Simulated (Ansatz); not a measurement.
# Al15As16: the cost of one run

Method: DFT PBE, scalar-relativistic, plane waves, PAW, in Ansatz 0.2.0.

3 further runs of the same task are left out: 3 set aside as unsound or not needed.

## Step 1: Starting point

Symmetry: F-43m, No. 216, cubic system. Conventional cell: a = 5.728 Å, b = 5.728 Å, c = 5.728 Å, α = 90.00°, β = 90.00°, γ = 90.00°. Al (site symmetry -43m) is surrounded by 4 As at 2.48 Å. Around As (site symmetry -43m) lie 4 Al at 2.48 Å.

Structure file:

```
CELL_PARAMETERS angstrom
0.00000 2.86396 2.86396
2.86396 0.00000 2.86396
2.86396 2.86396 0.00000
ATOMIC_POSITIONS crystal
Al 0.00000 0.00000 0.00000
As 0.75000 0.75000 0.75000
```

It goes back to an entry of the Materials Project.

This cell was relaxed beforehand with the same method: volume 23.49 Å³/atom, gap on the mesh 1.50 eV.

The host's static dielectric tensor, from an earlier linear-response run, has a mean of 11.56.

The perfect supercell (rows 1 -3 1; 1 1 -3; 1 1 1 in vectors of this cell) was computed beforehand with the same settings: E(σ→0) = -86313.8511 eV for 32 atoms, gap 2.27 eV on its own mesh.

## Step 2: Setting up the defect

The atom at (0.750, 0.750, 0.500) of the supercell is taken out. The other atoms start on their ideal sites. Its neighbours are 4 As at 2.48 Å.

## Step 3: Charge state 0

input.yaml reads:

```yaml
crystal:
  lattice:
    - [-5.7279123196, 5.7279123196, -5.7279123196]
    - [-5.7279123196, -5.7279123196, 5.7279123196]
    - [5.7279123196, 5.7279123196, 5.7279123196]
  atoms:
    - { symbol: Al, position: [0.5, 0.0, 0.5] }
    - { symbol: Al, position: [0.5, 0.75, 0.75] }
    - { symbol: Al, position: [0.25, 0.25, 0.5] }
    - { symbol: Al, position: [0.25, 0.0, 0.75] }
    - { symbol: Al, position: [0.25, 0.75, 0.0] }
    - { symbol: Al, position: [0.0, 0.5, 0.5] }
    - { symbol: Al, position: [0.0, 0.25, 0.75] }
    - { symbol: Al, position: [0.0, 0.0, 0.0] }
    - { symbol: Al, position: [0.0, 0.75, 0.25] }
    - { symbol: Al, position: [0.75, 0.5, 0.75] }
    - { symbol: Al, position: [0.75, 0.25, 0.0] }
    - { symbol: Al, position: [0.75, 0.0, 0.25] }
    - { symbol: Al, position: [0.5, 0.5, 0.0] }
    - { symbol: Al, position: [0.5, 0.25, 0.25] }
    - { symbol: Al, position: [0.25, 0.5, 0.25] }
    - { symbol: As, position: [0.0, 0.0, 0.75], spin: 0.25 }
    - { symbol: As, position: [0.75, 0.25, 0.75] }
    - { symbol: As, position: [0.75, 0.0, 0.0] }
    - { symbol: As, position: [0.5, 0.5, 0.75] }
    - { symbol: As, position: [0.5, 0.25, 0.0] }
    - { symbol: As, position: [0.5, 0.0, 0.25] }
    - { symbol: As, position: [0.25, 0.75, 0.75] }
    - { symbol: As, position: [0.25, 0.5, 0.0] }
    - { symbol: As, position: [0.25, 0.25, 0.25] }
    - { symbol: As, position: [0.25, 0.0, 0.5] }
    - { symbol: As, position: [0.0, 0.75, 0.0] }
    - { symbol: As, position: [0.0, 0.5, 0.25] }
    - { symbol: As, position: [0.0, 0.25, 0.5] }
    - { symbol: As, position: [0.75, 0.75, 0.25], spin: 0.25 }
    - { symbol: As, position: [0.75, 0.5, 0.5], spin: 0.25 }
    - { symbol: As, position: [0.5, 0.75, 0.5], spin: 0.25 }
  host:
    lattice:
      - [0.0, 2.8639561598, 2.8639561598]
      - [2.8639561598, 0.0, 2.8639561598]
      - [2.8639561598, 2.8639561598, 0.0]
    atoms:
      - { symbol: Al, position: [0.0, 0.0, 0.0] }
      - { symbol: As, position: [0.75, 0.75, 0.75] }
basis:
  ecutwfc: 420
  xc_grid: 2
kpoints:
  mp_grid: { grid: [2, 2, 2], shift: [0.5, 0.5, 0.5] }
hamiltonian:
  xc: pbe
scf:
  occupations: { method: gaussian, width: 0.01 }
output:
  forces: true
  stress: false
  eigenvalues: true
  populations: true
  charged_corrections:
    defect_position: [0.75, 0.75, 0.5]
    epsilon: [[11.5641, 0.0, 0.0], [0.0, 11.5641, 0.0], [0.0, 0.0, 11.5641]]
  write_density: true
  write_potential: true
  elf: true
  volumetric_format: npy
magnetization:
  spin_polarized: true
relax:
  adjacent_minimum: "off"
  f_tol: 0.025
  max_steps: 45
```

Command:

```
ansatz run input.yaml --threads 4 --pin off --max-ram 6144MiB --backend cpu --events-out ev --progress --plain --runs-dir out
```

What time and memory should one allow on 4 threads of Arm Neoverse V1, shared host?

About 87 s, with a peak of 2.6 GiB.
